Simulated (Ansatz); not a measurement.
## fcc against bcc along the 3d metals

These are results of Ansatz 0.2.0, DFT, RPBE, plane waves (420 eV) with PAW, scalar-relativistic, not measurements. (PAW data from PBE, frozen cores regenerated.)

Each structure is relaxed within its symmetry, in the lowest magnetic state of the tried starts. Differences under about 8 meV lie within the error of the k-point mesh.

```json
{"element": "Sc", "E(fcc) − E(bcc) (meV/atom)": "?", "V(fcc) (Å³/atom)": "?", "V(bcc) (Å³/atom)": "?", "state of fcc": "?", "state of bcc": "?"}
{"element": "Ti", "E(fcc) − E(bcc) (meV/atom)": "-58", "V(fcc) (Å³/atom)": "17.96", "V(bcc) (Å³/atom)": "17.87", "state of fcc": "spin not included", "state of bcc": "spin not included"}
{"element": "V", "E(fcc) − E(bcc) (meV/atom)": "231", "V(fcc) (Å³/atom)": "14.26", "V(bcc) (Å³/atom)": "13.81", "state of fcc": "spin not included", "state of bcc": "spin not included"}
{"element": "Mn", "E(fcc) − E(bcc) (meV/atom)": "-139", "V(fcc) (Å³/atom)": "12.02", "V(bcc) (Å³/atom)": "13.88", "state of fcc": "antiferromagnetic", "state of bcc": "antiferromagnetic"}
{"element": "Co", "E(fcc) − E(bcc) (meV/atom)": "-59", "V(fcc) (Å³/atom)": "11.22", "V(bcc) (Å³/atom)": "11.45", "state of fcc": "ferromagnetic", "state of bcc": "ferromagnetic"}
{"element": "Ni", "E(fcc) − E(bcc) (meV/atom)": "-96", "V(fcc) (Å³/atom)": "11.22", "V(bcc) (Å³/atom)": "11.31", "state of fcc": "ferromagnetic", "state of bcc": "ferromagnetic"}
{"element": "Cu", "E(fcc) − E(bcc) (meV/atom)": "-35", "V(fcc) (Å³/atom)": "12.38", "V(bcc) (Å³/atom)": "12.44", "state of fcc": "spin not included", "state of bcc": "spin not included"}
{"element": "Zn", "E(fcc) − E(bcc) (meV/atom)": "-56", "V(fcc) (Å³/atom)": "15.89", "V(bcc) (Å³/atom)": "16.11", "state of fcc": "spin not included", "state of bcc": "spin not included"}
```

Q: Fill in the row of Sc.

A: E(fcc) − E(bcc) (meV/atom): -46; V(fcc) (Å³/atom): 25.80; V(bcc) (Å³/atom): 25.93; state of fcc: spin not included; state of bcc: spin not included.
